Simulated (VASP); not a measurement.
# PbTe: restarted molecular dynamics, 2 variants

PbTe, Pnma (no. 62), 8 atoms in the cell. PBE, molecular dynamics; PAW potentials Pb, Te (PBE set).

| Restart from | Temperature at the end (K) | The same without a restart (K) | Potential energy at the end (eV/atom) | The same without a restart (eV/atom) | Electronic steps in the first step after the restart | Time (s) |
|---|---|---|---|---|---|---|
| CONTCAR with velocities, WAVECAR read | 519.0 | 519.0 | -3.68683 | -3.68683 | 4 | 141 |
| CONTCAR with velocities, no WAVECAR | 519.0 | 519.0 | -3.68683 | -3.68683 | 15 | 142 |

Limits: 240 fs of 8 atoms are too short for converged averages; the cell is only 4.6 Å across, so each atom moves in step with near copies of itself.

## Input of the first row

INCAR.step1:
```
GGA = PE ; PREC = Normal
ENCUT = 200 ; EDIFF = 1E-6
NELMIN = 4 ; NELM = 60
ALGO = Normal ; LREAL = Auto
LASPH = True ; ISMEAR = 0
SIGMA = 0.05 ; ISYM = 0
LWAVE = True ; LCHARG = False
IBRION = 0 ; NSW = 30
POTIM = 4.0 ; TEBEG = 600
ISIF = 2 ; RANDOM_SEED = 815351 0 0
MDALGO = 2 ; SMASS = 0
KPAR = 2
```

INCAR.step2, as INCAR.step1 but for:
```
- LWAVE = True
+ LWAVE = False
```

KPOINTS:
```
k-points
0
Monkhorst-Pack
  2 2 2
```

POSCAR.step1:
```
TePb
1.0
    7.9717385000      0.0000000000      0.0000000000
    0.0000000000      4.5705828900      0.0000000000
    0.0000000000      0.0000000000      7.9149684600
Pb Te
4 4
Direct
    0.9984680700      0.2500000000      0.2512549200
    0.4984680700      0.2500000000      0.2487450800
    0.5015319300      0.7500000000      0.7512549200
    0.0015319300      0.7500000000      0.7487450800
    0.7510934300      0.2500000000      0.9166170000
    0.2510934300      0.2500000000      0.5833830000
    0.7489065700      0.7500000000      0.4166170000
    0.2489065700      0.7500000000      0.0833830000
```

Commands (each step's output is kept before the next begins):
```
cat potpaw_PBE.64/Pb/POTCAR potpaw_PBE.64/Te/POTCAR > POTCAR
cp INCAR.step1 INCAR
cp POSCAR.step1 POSCAR
mpirun -np 2 vasp_std > vasp.out
cp CONTCAR POSCAR
cp INCAR.step2 INCAR
mpirun -np 2 vasp_std > vasp.out
```

Changes of the last row against the first:
```
(step 1)
- LWAVE = True
+ LWAVE = False
```

VASP 6.6.1 took 141 s on 2 cores (AMD EPYC 7R13 (Zen 3)), a shared host.
